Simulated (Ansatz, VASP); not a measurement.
PbS (Galena): VASP beside Ansatz

Contents of INCAR:

```
PREC = Accurate ; ENCUT = 520
EDIFF = 1E-7 ; ISMEAR = 0
SIGMA = 0.022 ; LREAL = False
LASPH = True ; NELM = 80
ALGO = Normal ; ISIF = 2
LWAVE = False ; LCHARG = False
GGA = PE
```

KPOINTS

```
regular mesh
0
Gamma
  8 8 8
```

The input POSCAR:

```
PbS
1.0
    0.0000000000      2.9657500000      2.9657500000
    2.9657500000      0.0000000000      2.9657500000
    2.9657500000      2.9657500000      0.0000000000
Pb S
1 1
Direct
    0.0000000000      0.0000000000      0.0000000000
    0.5000000000      0.5000000000      0.5000000000
```

The input input.yaml:

```yaml
crystal:
  lattice:
    - [0.0, 2.96575, 2.96575]
    - [2.96575, 0.0, 2.96575]
    - [2.96575, 2.96575, 0.0]
  atoms:
    - { symbol: Pb, position: [0.0, 0.0, 0.0] }
    - { symbol: S, position: [0.5, 0.5, 0.5] }
hamiltonian:
  xc: pbe
  pseudopotentials: { kind: paw }
kpoints:
  mp_grid: { grid: [8, 8, 8] }
scf:
  occupations: { method: gaussian, width: 0.022 }
output:
  forces: true
  stress: true
  eigenvalues: true
```

Alike in both runs: task single point; functional PBE; k mesh 8 × 8 × 8; occupations gaussian, width 0.022 eV; no spin polarisation.

```csv
,VASP,Ansatz
version,VASP 6.6.1,Ansatz 0.2.0
potentials or method,"VASP PAW PBE potentials, release 64 (Pb_d, S)",Ansatz PAW
plane-wave cutoff (eV),520,420
valence electrons in the cell,20,20
```

|  | VASP | Ansatz | Ansatz less VASP |
| --- | --- | --- | --- |
| gap on the k mesh at the Fermi level (eV) | 0.36 | 0.36 | -0.007 |
| least direct gap on the mesh (eV) | 0.36 | 0.36 | -0.007 |
| pressure (GPa) | 2.2 | 2.2 | +0.07 |

With one functional, cell and mesh, what is left measures potentials, basis and numerics.

Caveats: spin-orbit coupling is left out, which as a rule narrows the gap of such compounds by several tenths of an eV. A k mesh can miss the band edges.
